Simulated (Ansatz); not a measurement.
Mg: relaxation of cell and atoms with r2SCAN+D4

The system is Mg.

```xyz
4
Lattice="3.1768 0.0000 0.0000 -1.5884 2.7512 0.0000 0.0000 0.0000 10.3189" Properties=species:S:1:pos:R:3 pbc="T T T"
Mg    1.5884    0.9171    7.7391
Mg    0.0000    0.0000    5.1594
Mg    0.0000    1.8341    2.5797
Mg    0.0000    0.0000    0.0000
```

```yaml
Program: Ansatz 0.2.0
Task: relaxation of cell and atoms
Functional: r2SCAN
Dispersion: D4
Potentials_or_basis: Ansatz PAW
Cutoff: "500 eV (not typed: the program's choice for these potentials)"
k_mesh: 10 × 10 × 3
Occupations: fermi-dirac, width 0.05 eV
Spin: no spin polarisation
```

The relaxed volume is 22.61 Å³/atom, the relaxed cell is a = 3.167 Å, b = 3.167 Å, c = 10.410 Å, α = 90.00°, β = 90.00°, γ = 120.00° and the space group after relaxing (to 0.05 Å) is P6_3/mmc (No. 194). The energy gained by relaxing is 0.2 meV/atom and the ionic steps are 6. The pressure after relaxing is 0.0 GPa and the band gap on the k mesh is none (metal or under the smearing width).

Step by step:
```tsv
step	energy change (eV)	largest force (eV/Å)	volume (Å³)
1	0.0000	0.0000	90.19
2	-0.0002	0.0000	90.31
3	-0.0004	0.0000	90.22
4	-0.0006	0.0000	90.42
5	-0.0007	0.0000	90.42
6	-0.0007	0.0000	90.42
```

Final structure:
```
CELL_PARAMETERS angstrom
3.16705 0.00000 0.00000
-1.58352 2.74274 0.00000
0.00000 0.00000 10.40986
ATOMIC_POSITIONS crystal
Mg 0.66667 0.33333 0.75000
Mg 0.00000 0.00000 0.50000
Mg 0.33333 0.66667 0.25000
Mg 0.00000 0.00000 0.00000
```

Levels at points of the mesh, in eV from the Fermi level:
| k point | band 16 | band 17 | band 18 | band 19 | band 20 | band 21 | band 22 | band 23 | band 24 |
| --- | --- | --- | --- | --- | --- | --- | --- | --- | --- |
| (0.00, 0.00, 0.00) | -44.16 | -7.58 | -6.10 | -6.10 | -2.12 | -1.42 | 5.11 | 5.12 | 11.82 |
| (0.00, -0.50, 0.00) | -44.17 | -2.44 | -2.34 | -1.36 | -1.25 | -0.59 | -0.50 | 2.77 | 2.90 |

Run time: 22 s on 2 threads of Arm Neoverse V1, on a shared host, peak memory 0.56 GiB.

Caveat: the plane-wave basis is chosen anew once the cell has moved, so the energies of steps on either side of that aren't comparable; pairwise dispersion overbinds metals, which lowers pressure and volume; the PAW data sets come from PBE, with cores solved anew for the run's functional, which leaves a small shift of forces and pressure.
